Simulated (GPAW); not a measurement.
# Moving the functional in PbTe

```
Pb Te
1.0
     0.00000    3.23100    3.23100
     3.23100    0.00000    3.23100
     3.23100    3.23100    0.00000
Pb Te
1 1
Direct
  0.00000 0.00000 0.00000
  0.50000 0.50000 0.50000
```

Kept alike: task dielectric tensor; k mesh 6 × 6 × 6; occupations fermi-dirac, width 0.001 eV; no spin polarisation. Program: GPAW, potentials by row: PAW data sets generated for this functional (AM05, PBEsol); the program's PAW data sets (release 1.2.1) made for this functional (LDA, RPBE); GPAW PAW data sets (gpaw-data 1.2.1) (PBE). Cutoffs run from 400 to 450 eV. The mesh is that of the run's cell of 2 atoms. No spin-orbit coupling.

| functional | band gap (eV) |
| --- | --- |
| AM05 | 0.674 |
| LDA | 0.616 |
| PBE | 0.694 |
| PBEsol | 0.628 |
| RPBE | 0.756 |

Spin-orbit coupling, left out here, moves the band edges of heavy atoms and can close or invert small gaps. Runs of this series that gave no sound value for these columns are left out. A gap read on the mesh alone can miss an edge between its points.

**Question.** What does the functional change here?

**Answer.** The band gap runs from 0.616 (LDA) to 0.756 eV (RPBE). From PBE: AM05 -0.020; LDA -0.078; PBEsol -0.066; RPBE +0.062.
